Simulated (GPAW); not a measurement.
The system is SiC (Moissanite).

```xyz
4
Lattice="3.0760 0.0000 0.0000 -1.5380 2.6639 0.0000 0.0000 0.0000 5.0480" Properties=species:S:1:pos:R:3 pbc="T T T"
Si    1.5380    0.8880    2.5240
Si    0.0000    1.7759    0.0000
C     1.5380    0.8880    4.4675
C     0.0000    1.7759    1.9435
```

Base run:

| Quantity | Value |
| --- | --- |
| Program | GPAW 26.7.0 |
| Functional | PBEsol |
| Potentials or basis | PAW data sets generated in the run's folder for this functional |
| Cutoff | 800 eV |
| Basis | pw |
| k mesh | 7 × 7 × 4 |
| Occupations | fermi-dirac, width 0.05 eV |
| Spin | no spin polarisation |

Its results: pressure 1.5 GPa; largest force 0.759 eV/Å.

Task: The run is repeated on the same cell with these changes: functional from PBEsol to PBE; potentials or basis from PAW data sets generated in the run's folder for this functional to JTH PAW 2.0, PBE. What comes out?

Result: Pressure 2.7 GPa; largest force 0.750 eV/Å.

Caveats: the program truncates these outside data sets (some runs).
